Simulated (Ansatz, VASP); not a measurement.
# Two plane-wave programs on F

INCAR

```
SYSTEM = F
PREC     = Accurate       ! precision mode
ENCUT    = 520            ! plane-wave cutoff, eV
EDIFF    = 1E-6           ! SCF threshold, eV
ISMEAR   = 0              ! smearing method
SIGMA    = 0.05           ! smearing width, eV
LREAL    = .False.        ! projectors in reciprocal space
LASPH    = .True.         ! aspherical terms in the spheres
NELM     = 60             ! most SCF steps
ALGO     = Normal         ! electronic algorithm
ISIF     = 2              ! what is computed and relaxed
LWAVE    = .False.        ! write WAVECAR
LCHARG   = .False.        ! write CHGCAR
GGA      = PS             ! functional
NBANDS   = 22             ! bands
```

KPOINTS

```
regular mesh
0
Gamma
  4 4 2
  0 0 0
```

Contents of POSCAR:

```
F
1.0
    3.1493047074     -1.8100133505     -0.2429015476
    3.1493047074      1.8100133505     -0.2429015476
   -2.3680365632      0.0000000000      7.2486076782
F
4
Direct
    0.0848459664      0.0848459664      0.0940038325
    0.9151540336      0.9151540336      0.9059961675
    0.5015719855      0.5015719855      0.5937195244
    0.4984280145      0.4984280145      0.4062804756
```

Input for Ansatz:

```yaml
crystal:
  lattice:
    - [3.1493047074, -1.8100133505, -0.2429015476]
    - [3.1493047074, 1.8100133505, -0.2429015476]
    - [-2.3680365632, 0.0, 7.2486076782]
  atoms:
    - { symbol: F, position: [0.0848459664, 0.0848459664, 0.0940038325] }
    - { symbol: F, position: [0.9151540336, 0.9151540336, 0.9059961675] }
    - { symbol: F, position: [0.5015719855, 0.5015719855, 0.5937195244] }
    - { symbol: F, position: [0.4984280145, 0.4984280145, 0.4062804756] }
basis:
  ecutwfc: 520.0
kpoints:
  mp_grid: { grid: [4, 4, 2] }
hamiltonian:
  xc: pbesol
scf:
  occupations: { method: gaussian, width: 0.05 }
output:
  forces: true
  stress: true
  eigenvalues: true
```

Change from the starting cell: volume 20.139 Å^3 an atom, stretch along a over the lengths across it, relative to the relaxed cell 1.0000.

Alike in both runs: task single point; functional PBEsol; k mesh 4 × 4 × 2; occupations gaussian, width 0.05 eV; no spin polarisation.

|  | VASP | Ansatz |
| --- | --- | --- |
| version | VASP 6.6.1 | Ansatz 0.2.0 |
| potentials or method | VASP PAW PBE potentials, release 64 (F) | scalar-relativistic, plane waves, PAW |
| plane-wave cutoff (eV) | 520 | 520 |
| valence electrons in the cell | 28 | 28 |

Ansatz gave:

```
gap on the k mesh at the Fermi level (eV)       : 2.86
least direct gap on the mesh (eV)               : 2.94
pressure (GPa)                                  : -1.5
largest component of the traceless stress (GPa) : 2.36
rms of the force components (eV/Å)              : 0.443
```

Task: Estimate VASP's values.

Result: gap on the k mesh at the Fermi level (eV): 2.79; least direct gap on the mesh (eV): 2.86; pressure (GPa): -1.3; largest component of the traceless stress (GPa): 1.16; rms of the force components (eV/Å): 0.220.

Atom by atom the forces differ by 0.224 eV/Å (rms over components). One of these differences is far larger than is usual between the two programs; its cause wasn't traced.

Caveats: the k mesh is coarse (spacing up to 0.51 Å⁻¹), so the values aren't converged; the PAW data sets were made with another functional, which shifts forces and pressure a little (VASP). A k mesh can miss the band edges.
